# How does the pressure in NiSi₂ change as its cell grows?

Squeeze a crystal and it pushes back. Stretch it evenly in all directions and it pulls inward, which a calculation reports as a negative pressure. The table follows nickel disilicide through a series of volumes computed with the PBE functional, and the known results stop while the crystal is still pushing outward. What pressure and energy belong to the two largest cells?

NiSi₂ in the fluorite structure, computed with ABACUS 3.10.1 using the PBE functional, collinear spins, PseudoDojo NC SR 0.4.1 PBE standard pseudopotentials and a plane-wave cutoff of 1333 eV. All cells use a 9×9×9 k-point mesh and Fermi–Dirac smearing of 0.05 eV. Energies are counted from the minimum of a curve fitted to all seven volumes.

| volume (Å³/atom) | energy (meV/atom) | pressure (GPa) |
| --- | --- | --- |
| 12.38 | 49.21 | 14.930 |
| 12.64 | 28.04 | 10.900 |
| 12.90 | 13.18 | 7.230 |
| 13.17 | 4.08 | 3.880 |
| 13.43 | 0.21 | 0.840 |
| 13.69 | ? | ? |
| 13.96 | ? | ? |

The volume is given per atom, and so is the energy, which is counted from the bottom of the energy curve. The crystal has the fluorite structure: each nickel atom has eight silicon neighbours and each silicon atom has four nickel neighbours. As long as this symmetry is kept, no atom has a position of its own to adjust. A change of volume therefore scales all distances by the same factor, and the length of the Ni–Si bond, the shortest contact, can stand for them all.

## From 12.38 to 12.90: the hard end

In the smallest cell the bond measures 2.293 Å and the crystal pushes outward with 14.93 GPa. Two steps further down the bond has grown to only 2.325 Å, yet the pressure has fallen to about half. The energy falls steeply here as well, because the pressure is the downhill slope of the energy against volume.

The useful quantity is the bulk modulus, the change of pressure divided by the fractional change of volume. It says how stiff the crystal is. Between the first two rows it is 191 GPa, and between the next two it is 178 GPa. The crystal is already softening, although it is still strongly compressed.

The reason lies in the two kinds of force that act along a bond. Sharing electrons between nickel and silicon draws the atoms together, and this attraction changes comparatively gently with distance. The repulsion between overlapping electron clouds changes more steeply. In the simplest picture of a bond, the attraction grows in proportion to the overlap and the repulsion as its square. Stiffness comes mainly from the steep part, so it fades as the atoms move apart. This is a general argument about solids; the total energies in the table show the softening but do not separate the two forces.

## From 12.90 to 13.43: close to balance

The softening continues through the next two steps, and between 13.17 and 13.43 the modulus is down to 153.5 GPa. Over the known rows it changes by about 3.6 GPa for each GPa of pressure. This number can be turned into a rule for the bond. Shortening the bond by 1 % compresses the volume by about 3 %, so the modulus rises by roughly three times 3.6, or 11 %.

At 13.43 the crystal still pushes outward with 0.84 GPa, and its energy is only 0.21 meV above the minimum. The last known step lowered the pressure by about 3 GPa, so the next one must take it through zero. At that crossing attraction and repulsion balance. Nothing about the bond changes abruptly there, and the repulsion simply goes on fading, so the softening should continue on the stretched side.

The pressures in this stretch belong to a PBE crystal without thermal motion. PBE often places the minimum at a slightly too large volume. The 3.88 GPa at 13.17 should therefore not be read as the stress in a real sample of that volume.

## Extending the curve to 13.69 and 13.96

The simplest forecast repeats the last known pressure step. It gives −2.20 GPa for the first withheld cell and −5.24 GPa for the second. This assumes that the curve of pressure against volume turns straight exactly where the data end, which neither the known rows nor the physics supports. A softer crystal pulls back less, so both pressures should be less negative than these values.

A better curve has the softening built in. The Birch–Murnaghan equation writes the energy as a short power series in a measure of compression,

u = (V₀/V)^(2/3) − 1,

where V is the volume and V₀ is that of the cell at 13.17. This u is positive for a squeezed cell and negative for a stretched one. Stopping the series at u² fixes the change of modulus with pressure at 4 when the pressure is zero. Keeping u³ lets the data choose that number.

The pressure follows by taking the slope of the energy with respect to volume:

P = (V₀/V)^(5/3) · (a + b·u + c·u²).

A least-squares fit to the five known pressures gives a = 3.885, b = 229.6 and c = −47.2, all in GPa. The first is simply the fitted pressure at 13.17, where u is zero. The second sets most of the stiffness there, and the third adjusts how fast it fades. The third constant is worth keeping: when each known row in turn is left out and then predicted, the typical miss is 0.009 GPa, against 0.033 GPa for the shorter series.

The cell at 13.96, which took no part in the fit, can be worked out by hand. The volumes are steps of 2 % of the cell at 13.17, rounded in print, so this one has V/V₀ = 1.06. That makes u = −0.0381 and the factor in front 0.907:

P = 0.907 × (3.885 − 229.6 × 0.0381 − 47.2 × 0.0381²) ≈ 0.907 × (−4.93) ≈ −4.47 GPa.

Almost all of this comes from the first two terms. The last one, which carries the correction to the softening, contributes only about −0.06 GPa.

The energy needs no new physics. It is the work done against the pressure, starting from the volume where the pressure vanishes, which the fitted curve puts at 13.51 Å³ per atom. One scale factor was then fitted to the five known energies and came out at 1.001, so energies and pressures describe very nearly the same curve. The zero of the energy column comes from a curve through all seven cells, however, so the known energies carry a faint trace of the withheld ones.

The forecasts are these:

- **13.69:** pressure −1.94 ± 0.06 GPa, energy 1.14 ± 0.05 meV per atom
- **13.96:** pressure −4.47 ± 0.11 GPa, energy 6.45 ± 0.18 meV per atom

Each range is the gap between the longer and the shorter series. Both describe the known rows well, and they part company as the crystal is stretched further. The ranges therefore measure doubt about the shape of the curve and carry no statistical probability.

The withheld rows as computed:

| volume (Å³/atom) | energy (meV/atom) | pressure (GPa) |
| --- | --- | --- |
| 13.69 | 1.11 | -1.930 |
| 13.96 | 6.36 | -4.440 |

## At 13.69: through zero

The first stretched cell pulls inward with 1.93 GPa, and the forecast misses this by 0.01 GPa. The modulus over the step is 142.7 GPa, lower again than over the step before. The crystal has passed from pushing to pulling without any break in its softening, as the picture of a steadily fading repulsion suggests.

The energy of 1.11 meV also lies inside its range, though it uses up more of it: the forecast was 0.03 meV too high. The error in the pressure is too small to explain this. The integrated pressures and the computed energies agree closely but not perfectly. A mismatch of the same size but opposite sign appears at 13.17, a row that was part of the fit, where the energy curve runs 0.03 meV too low. Such a pattern arises when the energies have their minimum at a very slightly larger volume than the zero of the pressures.

## At 13.96: where softening counts

The last cell pulls inward with 4.44 GPa, and here the softening makes a visible difference. Repeating the last known step overshoots the pull by 0.80 GPa, since 5.24 − 4.44 = 0.80. The curve with softening overshoots by only 0.03 GPa. Most of the gain comes from letting the stiffness fall at all, because even the shorter series, with its preset rate, misses by just 0.07 GPa.

The direction of the small remaining miss makes sense. A curve fitted to the energies of all seven cells has a modulus of 144.7 GPa at the minimum, which changes by 3.78 GPa per GPa of pressure. The five known pressures gave 145.2 and 3.73. By that measure the forecast crystal was slightly too stiff and softened slightly too slowly, and both faults make it pull back too hard. The two fits share most of their cells, so their closeness is no independent test of the modulus.

The energy forecast for this cell was 0.09 meV too high, or about 1.5 % of the computed 6.36 meV. Less than half of that is the pressure error added up along the way from the minimum. The rest is the slight disagreement between energies and pressures already met at 13.69. All four forecasts fall inside their ranges, the pressures more comfortably than the energies.

## What to carry over

The same reasoning gives a first guess for another crystal in which a change of volume changes little besides the bond lengths. Take the modulus at zero pressure and add about four times the pressure, counting tension as negative. The factor is close to 4 in many ordinary solids, and NiSi₂ is no exception. The guess becomes less safe where atoms can shift or bonds can turn inside the cell, because such motions give way more easily than the bonds themselves.

When computed volumes end short of the minimum, extend the falling stiffness and not the last straight piece of the pressure curve. Then compare two reasonable forms of the curve. Here their gap nearly doubled, from 0.06 to 0.11 GPa, in a single step of 2 % in volume. Once that gap exceeds the error the task can bear, it is time to compute another cell.
